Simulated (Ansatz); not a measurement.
The system is HfN.

```
CELL_PARAMETERS angstrom
0.00000 2.25600 2.25600
2.25600 0.00000 2.25600
2.25600 2.25600 0.00000
ATOMIC_POSITIONS crystal
Hf 0.00000 0.00000 0.00000
N 0.50000 0.50000 0.50000
```

```yaml
Program: Ansatz 0.2.0
Task: relaxation of cell and atoms
Functional: RPBE
Potentials_or_basis: Ansatz PAW
Cutoff: "420 eV (not typed: the program's choice for these potentials)"
k_mesh: 10 × 10 × 10
Occupations: fermi-dirac, width 0.05 eV
Spin: no spin polarisation
```

At the start: volume 11.48 Å³/atom.

Question: Where does the relaxation end?

Answer: It ends after 7 steps and the volume is 11.97 Å³/atom (+4.2 %); space group Fm-3m (No. 225, to 0.05 Å).

The path:
```tsv
step	energy change (eV)	largest force (eV/Å)	volume (Å³)
1	0.0000	0.0000	22.96
2	-0.0217	0.0000	24.38
3	-0.0297	0.0000	23.95
4	-0.0299	0.0000	23.92
5	-0.0329	0.0000	23.92
6	-0.0329	0.0000	23.93
7	-0.0329	0.0000	23.93
```

Final structure:
```xyz
2
Lattice="0.0000 2.2874 2.2874 2.2874 0.0000 2.2874 2.2874 2.2874 0.0000" Properties=species:S:1:pos:R:3 pbc="T T T"
Hf    0.0000    0.0000    0.0000
N     2.2874    2.2874    2.2874
```

Caveat: the plane-wave basis is chosen anew once the cell has moved, so the energies of steps on either side of that aren't comparable; the pressure holds a Pulay correction of +0.4 GPa for the finite cutoff; the PAW data sets come from PBE, with cores solved anew for the run's functional, which leaves a small shift of forces and pressure.
